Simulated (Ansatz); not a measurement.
# What spin–orbit coupling does to the bands of As

```
As
1.0
     2.72930    0.00000    0.00000
     0.00000    2.72930    0.00000
     0.00000    0.00000    2.72930
As
1
Direct
  0.00000 0.00000 0.00000
```

Conventional cell: a = 2.729 Å, b = 2.729 Å, c = 2.729 Å, α = 90.00°, β = 90.00°, γ = 90.00°. As (atom 1) has 6 As at 2.73 Å as nearest neighbours.

The structure comes from a relaxation in the same program, started in the sc type, and has space group Pm-3m. Whether it is a known phase or the ground state wasn't checked.

Methods: DFT, PBE, all-electron LAPW, scalar-relativistic (Ansatz 0.2.0); DFT, PBE, all-electron LAPW, Dirac equation with spin-orbit coupling (Ansatz 0.2.0).

The runs use a Γ-centred 13×13×13 k mesh, Fermi–Dirac smearing of 0.03 eV, basis error target 0.5 meV/atom, no spin polarisation.

Levels between -4 and 3 eV, each run counted from its own valence-band top where it has a gap, else its Fermi level. Scalar levels are listed once for both spins; with the coupling every spinor state is counted. Levels near the edges of the range can cross them.

At R (0.500, 0.500, 0.500) the scalar-relativistic levels are -1.87 (×3). What are they with spin–orbit coupling?

-2.10 (×2), -1.75 (×4).
